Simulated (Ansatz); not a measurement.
**BeTe: start and end of a relaxation**

The cell of BeTe is invented: 4-connected net, two elements alternating (P4_12_12, No. 92). Its size is a rough estimate.

start.cif

```cif
data_structure
_symmetry_space_group_name_H-M 'P4_12_12'
_symmetry_Int_Tables_number 92
_cell_length_a 6.3891
_cell_length_b 6.3891
_cell_length_c 3.4879
_cell_angle_alpha 90.000
_cell_angle_beta 90.000
_cell_angle_gamma 90.000
_cell_volume 142.38
loop_
_atom_site_label
_atom_site_type_symbol
_atom_site_symmetry_multiplicity
_atom_site_Wyckoff_symbol
_atom_site_fract_x
_atom_site_fract_y
_atom_site_fract_z
_atom_site_occupancy
Be1 Be 4 a 0.66924 0.66924 0.50000 1
Te1 Te 4 a 0.83076 0.83076 0.00000 1
```

These are results of Ansatz 0.2.0, DFT PBE, scalar-relativistic, plane waves, PAW, not measurements. Cutoff 420 eV, Gaussian smearing, Γ-centred meshes. Cell and atoms relax first on a coarse mesh and then on a converged one. In between, the cell is made exact in the group found at 0.06 Å. The steps can't lower the symmetry of their start. No spin polarisation.

end.cif

```cif
data_structure
_symmetry_space_group_name_H-M 'P4_12_12'
_symmetry_Int_Tables_number 92
_cell_length_a 6.8709
_cell_length_b 6.8709
_cell_length_c 3.8524
_cell_angle_alpha 90.000
_cell_angle_beta 90.000
_cell_angle_gamma 90.000
_cell_volume 181.87
loop_
_atom_site_label
_atom_site_type_symbol
_atom_site_symmetry_multiplicity
_atom_site_Wyckoff_symbol
_atom_site_fract_x
_atom_site_fract_y
_atom_site_fract_z
_atom_site_occupancy
Be1 Be 4 a 0.66990 0.66990 0.50000 1
Te1 Te 4 a 0.82743 0.82743 0.00000 1
```

The symmetry stays P4_12_12 (No. 92). The volume per atom grows by 27.7 %, from 17.8 to 22.7 Å³. The shortest distance goes from 2.27 Å (Be–Te) to 2.46 Å (Be–Te). The energy falls by about 0.29 eV/atom (the start's value is from the coarse mesh).

```json
{
  "Volume per atom": "22.73 Å³",
  "Density": "4.99 g/cm³",
  "Energy over the elements": "−0.076 eV/atom",
  "Gap on the 4×4×8 mesh of the 8-atom cell": "1.33 eV"
}
```

Energies over the elements count from the elements' standard structures at the same level, with no fitted energy shifts. It lies below the elements, which doesn't yet make it stable against other compounds or structures.

The last run used Gaussian smearing of 0.02 eV. These runs have no spin–orbit coupling, which can matter for Te. Kohn–Sham gaps at this level usually fall short of measured ones. The missing spin–orbit coupling can work the other way here. The reference form of Te is held partly by dispersion forces, which this level lacks. A structure relaxed within its symmetry needn't be a true minimum. In all, the 3 runs took 97 s on 1 thread of Intel(R) Xeon(R) 6975P-C (Granite Rapids), with other jobs on the host.
